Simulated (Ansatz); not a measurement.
# Te (P3_121) in Ansatz: a series of runs, part 2 of 2

Ansatz 0.2.0.

### Step 3. Band structure, HSE06

File input.yaml:

```yaml
crystal:
  lattice:
    - [4.454, 0.0, 0.0]
    - [-2.227, 3.8572771485, 0.0]
    - [0.0, 0.0, 5.924]
  atoms:
    - { symbol: Te, position: [0.731, 0.731, 0.0] }
    - { symbol: Te, position: [0.0, 0.269, 0.6666666667] }
    - { symbol: Te, position: [0.269, 0.0, 0.3333333333] }
hamiltonian:
  xc: hse06
  pseudopotentials: { kind: paw }
kpoints:
  mp_grid: { grid: [4, 4, 3] }
  band_path:
    path:
      - [[0.0, 0.0, 0.0], [0.5, 0.0, 0.0], [0.3333333333, 0.3333333333, 0.0], [0.0, 0.0, 0.0], [0.0, 0.0, 0.5], [0.5, 0.0, 0.5], [0.3333333333, 0.3333333333, 0.5], [0.0, 0.0, 0.5]]
      - [[0.5, 0.0, 0.5], [0.5, 0.0, 0.0]]
      - [[0.3333333333, 0.3333333333, 0.0], [0.3333333333, 0.3333333333, 0.5]]
    npoints: 4
scf:
  occupations: { method: fermi_dirac, width: 0.05 }
  n_extra_bands: 7
output:
  forces: true
  stress: true
  eigenvalues: true
  fatbands: false
```

Potentials or basis: Ansatz PAW.

On the command line:

```sh
$ ansatz run input.yaml --threads 2 --pin off --max-ram 5632MiB --backend cpu --events-out ev --progress --plain --runs-dir out
```

Standard output:

```text
Warning: output.stress: scf.convergence.dr2_threshold = 1e-7 eV (the SCF's general default) is looser than the 3e-10 eV advised for a printed stress (1e-10 eV for each atom of the cell: 3). What an SCF threshold leaves in a stress goes as its square root, and in the free energy as the threshold itself, and one threshold admits the most on a small cell: of the crystals measured, under no hybrid functional and no lock of the moments, on runs that ended without the residual-converged pass, on stresses that held no estimate of that error, the worst erred by over 100 MPa in a component at 1e-7 eV an atom and by under 5 at 1e-10. Set scf.convergence.dr2_threshold to 3e-10 eV or tighter. The threshold is an SCF's pass mark: one that does not reach it within its budget of iterations ends unconverged, or closes short of it on a stop that the run arms, and scf.convergence.dr2_threshold's page says what that costs each kind of run
Warning: output.stress: scf.exx.energy_threshold = 1e-6 eV is looser than the 3e-8 eV advised for a stress under a hybrid functional (1e-8 eV for each atom of the cell: 3). Every SCF of the exchange loop can meet its threshold on dr2 while the loop round them stops early: no threshold on dr2 bounds what that leaves in the stress. Set scf.exx.energy_threshold to 3e-8 eV or tighter. The threshold is the loop's pass mark: a loop that does not reach it within its budget of cycles ends unconverged, and scf.exx.energy_threshold's page has the law
Warning: RAYON_NUM_THREADS=2 ignored (pool sized by the plan → 2); use --threads N
scf.n_extra_bands = 7 over 24 filled bands (N_el = 48.0): the run solves 31 bands
Engine: ansatz 0.2.0, x86_64-unknown-linux-gnu
Pseudopotentials: kind: paw
Pseudopotential: Te, paw, valence charge 16, recommended cutoff 420 eV (normal), Te.paw.azcp
Functional definition: HSE06
  parameter a = 0.25
  parameter omega = 0.11/bohr
  exchange = pbe_x - a*pbe_x_sr(omega) + a*exact_x_sr(omega)
  correlation = pbe_c
Crystal: 3 atoms, lattice volume = 101.776 Å³
Basis set: ecut = 420 eV, 1993 PW (Γ), exchange–correlation on 60×60×80 points (8 copies of the dense FFT grid, shifted against one another)
Bands: 31, of which v1, the nominal top of the filled ones, is band 24 counted from 1 (23 counted from 0)
Symmetry: 6 space group operations
Space group: P3121 (ITA 152), of the structure as read, at distance tolerance 4.7e-5 Å
k-points: 9 of 48 (time reversal used)
Non-local potential: Te, projectors of the file, l = 0: 2, l = 1: 2, l = 2: 2, l = 3: 2
PAW form: soft (Blöchl's): semilocal exchange-correlation on the pseudo side does not see the compensation charge
[... 38 lines left out ...]
NSCF: frozen V_eff on 39 k-points
hybrid SCF converged: 2 outer / 10 inner (+3 warm-up), last move |dexx| = 1.58e-6 eV, tail = 3.08e-8 eV
Stability not checked: this state was not tested for a lower state beside it, because the functional holds exact exchange (a hybrid, or Hartree-Fock), whose exchange loop this test does not read (fock_operator; see scf.lower_state_search)
Free energy (F): -20952.910285 eV
Frozen-core exchange: fock
Harris-Foulkes:  -20952.910285 eV  (|F-HF|=1.78e-9)
Internal energy: -20952.910284 eV  (E = F + TS)
E sigma→0 (E₀):  -20952.910284 eV
Entropy (-TS):   -0.000001 eV (-0.000 meV/atom)
Fermi energy:    8.824749 eV
--- Per-component energies (eV) ---
  E_band       = -899.758561
  E_kinetic    = 538.728952
  E_local      = -3815.058624  (includes V_loc(G=0)·N_el)
  E_nonlocal   = -935.670464
  E_hartree    = 2431.527536
  E_xc         = -300.111420
  E_vxc        = -250.849467  (∫ρ·V_xc dr)
  E_exx        = -135.002554  (= α·E_x^exact, valence–valence)
  E_paw        = -13936.486892  (= ΣΔE_a)
  E_vpaw       = -1029.960523  (= ΣTr[D̂ρ^β])
  E_aug_tail   = -0.000565  (compensation charges beyond the density's cutoff)
  E_ewald      = -4800.294125
  E_core_change = -0.542128  (= ΣΔE_core)
  E_smearing   = -0.000001  (= −TS)
  E_closure    = 0.000000  (closes the sum)
  Σ components = -20952.910285   (vs F -20952.910285, Δ=-3.64e-12)
--- Forces (eV/Å), atoms counted from 1 ---
  atom   1  Te     0.15098629     0.26151592     0.00000000
  atom   2  Te     0.15098629    -0.26151592     0.00000000
  atom   3  Te    -0.30197258     0.00000000     0.00000000
  max |Σ_I F_I| component: 5.55e-17 eV/Å
--- Stress (GPa, compression-positive) ---
        0.164731       0.000000       0.000000
        0.000000       0.164731       0.000000
        0.000000       0.000000      -0.838911
  P = ⅓ Tr σ = -0.1698 GPa (-1.698 kbar)
--- Band table (eV; the first three rows and the last of 9) ---
  k-point 0: bands = ["-31.5292", "-31.5292", "-31.4730", "-31.4710", "-31.4710", "-31.4013", "-31.3039", "-31.3011", "-31.3011", "-31.2660", "-31.2635", "-31.2635", "-31.2359", "-31.2121", "-31.2121", "-6.5338", "-2.8176", "-2.8176", "5.0999", "5.5160", "5.5160", "6.5655", "6.5655", "7.4362", "9.9529", "9.9529", "10.6106", "14.0618", "14.0618", "15.1538", "15.4944"]
  k-point 1: bands = ["-31.5507", "-31.4966", "-31.4792", "-31.4774", "-31.4536", "-31.4212", "-31.3046", "-31.3045", "-31.2959", "-31.2655", "-31.2650", "-31.2634", "-31.2271", "-31.2153", "-31.2137", "-6.0873", "-4.7897", "-0.7948", "4.4461", "5.3245", "5.6690", "6.8027", "7.0197", "7.3853", "9.4303", "9.4634", "9.7774", "13.2482", "14.4222", "14.7324", "15.9692"]
  k-point 2: bands = ["-31.5281", "-31.5266", "-31.4733", "-31.4705", "-31.4697", "-31.4023", "-31.3062", "-31.3001", "-31.2990", "-31.2673", "-31.2644", "-31.2616", "-31.2455", "-31.2121", "-31.2054", "-6.0789", "-3.0252", "-2.6867", "3.3565", "4.2146", "4.6926", "6.7936", "7.3607", "7.5111", "9.7707", "10.0060", "10.8612", "12.8141", "14.4374", "15.6628", "16.4807"]
  k-point 8: bands = ["-31.5493", "-31.4931", "-31.4771", "-31.4760", "-31.4527", "-31.4209", "-31.3072", "-31.3041", "-31.2933", "-31.2703", "-31.2630", "-31.2604", "-31.2421", "-31.2227", "-31.1982", "-5.0445", "-4.1358", "-2.4073", "2.7365", "3.3080", "3.9577", "5.8544", "7.3969", "8.1537", "9.6433", "10.5272", "11.6911", "13.8972", "14.6299", "15.9251", "16.8633"]
```

Wall time 9.3 min (2 threads of Intel Xeon at 2.50GHz (Skylake/Cascade Lake), shared host); peak memory 1 GiB.

What came out:

```
Free energy             : -20952.9103 eV
Pressure                : -0.2 GPa
Largest force           : 0.302 eV/Å
Band gap along the path : 0.63 eV, direct
```

Forces in eV/Å, atoms in the order of the input:
```
Te   0.151  0.262  0.000
Te   0.151 -0.262  0.000
Te  -0.302  0.000  0.000
```

Levels at the corners of the path, in eV from the valence-band top:
| point | band 22 | band 23 | band 24 | band 25 | band 26 | band 27 |
| --- | --- | --- | --- | --- | --- | --- |
| Γ | -1.88 | -1.88 | -1.01 | 1.51 | 1.51 | 2.16 |
| M | -3.89 | -1.12 | -0.92 | 1.31 | 1.39 | 3.46 |
| K | -3.39 | -3.18 | -3.02 | 3.50 | 3.50 | 3.82 |
| Γ | -1.88 | -1.88 | -1.01 | 1.51 | 1.51 | 2.16 |
| A | -1.56 | -1.18 | -1.18 | 0.88 | 0.96 | 0.96 |
| L | -2.70 | -2.35 | -0.20 | 1.20 | 2.50 | 3.14 |
| H | -1.09 | 0.00 | 0.00 | 0.63 | 1.83 | 1.83 |
| A | -1.56 | -1.18 | -1.18 | 0.88 | 0.96 | 0.96 |
| L | -2.70 | -2.35 | -0.20 | 1.20 | 2.50 | 3.14 |
| M | -3.89 | -1.12 | -0.92 | 1.31 | 1.39 | 3.46 |
| K | -3.39 | -3.18 | -3.02 | 3.50 | 3.50 | 3.82 |
| H | -1.09 | 0.00 | 0.00 | 0.63 | 1.83 | 1.83 |

Caveat: spin-orbit coupling is left out, which moves the levels of the heavy elements; the PAW data sets come from PBE, with cores solved anew for the run's functional, which leaves a small shift of forces and pressure; the thresholds are loose for stress.

### Step 4. Band structure, B3LYP

Edit input.yaml of step 3 so:

```diff
@@ -10,3 +10,3 @@
 hamiltonian:
-  xc: hse06
+  xc: b3lyp
   pseudopotentials: { kind: paw }
```

On the command line:

```sh
$ ansatz run input.yaml --threads 2 --pin off --max-ram 5632MiB --backend cpu --events-out ev --progress --plain --runs-dir out
```

Run time: 9 min. Hardware: 2 threads of Intel Xeon at 2.50GHz (Skylake/Cascade Lake), shared host; peak memory 1 GiB.

Results (log left out):

* Free energy: -20984.5409 eV
* Pressure: 3.3 GPa
* Largest force: 0.250 eV/Å
* Band gap along the path: 0.97 eV, indirect (least direct gap 0.98 eV)

Forces on the atoms (eV/Å):
```
Te   0.125  0.216  0.000
Te   0.125 -0.216  0.000
Te  -0.250  0.000  0.000
```

Stress tensor (GPa, compression positive):
```
3.64 0.00 0.00
0.00 3.64 0.00
0.00 0.00 2.71
```

Levels at the corners of the path, in eV from the valence-band top:
```tsv
point	band 22	band 23	band 24	band 25	band 26	band 27
Γ	-1.88	-1.88	-1.04	1.87	1.87	2.55
M	-3.86	-1.11	-0.93	1.71	1.78	4.12
K	-3.37	-3.17	-3.00	3.86	3.86	4.15
Γ	-1.88	-1.88	-1.04	1.87	1.87	2.55
A	-1.56	-1.17	-1.17	1.28	1.37	1.37
L	-2.69	-2.35	-0.12	1.50	2.89	3.52
H	-1.06	-0.02	-0.02	0.97	2.19	2.19
A	-1.56	-1.17	-1.17	1.28	1.37	1.37
L	-2.69	-2.35	-0.12	1.50	2.89	3.52
M	-3.86	-1.11	-0.93	1.71	1.78	4.12
K	-3.37	-3.17	-3.00	3.86	3.86	4.15
H	-1.06	-0.02	-0.02	0.97	2.19	2.19
```

Caveat: spin-orbit coupling is left out, which moves the levels of the heavy elements; the PAW data sets come from PBE, with cores solved anew for the run's functional, which leaves a small shift of forces and pressure; the thresholds are loose for stress.

### Step 5. The runs side by side

| level | cutoff (eV) | pressure (GPa) | largest force (eV/Å) |
| --- | --- | --- | --- |
| r2SCAN0 | 500 | -0.3 | 0.53 |
| HSE06 | 420 | -0.2 | 0.30 |
| B3LYP | 420 | 3.3 | 0.25 |

Alike in all rows: task band structure; potentials or basis Ansatz PAW; no spin polarisation; cell as given; k mesh 4 × 4 × 3; smearing fermi-dirac 0.05 eV.

The pressure there spans -0.3 GPa (r2SCAN0) to 3.3 GPa (B3LYP); a positive pressure means that this level wants a larger cell, a negative one a smaller.

Caveats: spin-orbit coupling is left out, which moves the levels of the heavy elements; the PAW data sets come from PBE, with cores solved anew for the run's functional, which leaves a small shift of forces and pressure; the thresholds are loose for stress.

Total energies depend on the potentials used, so only differences within one code and one set of settings carry meaning.
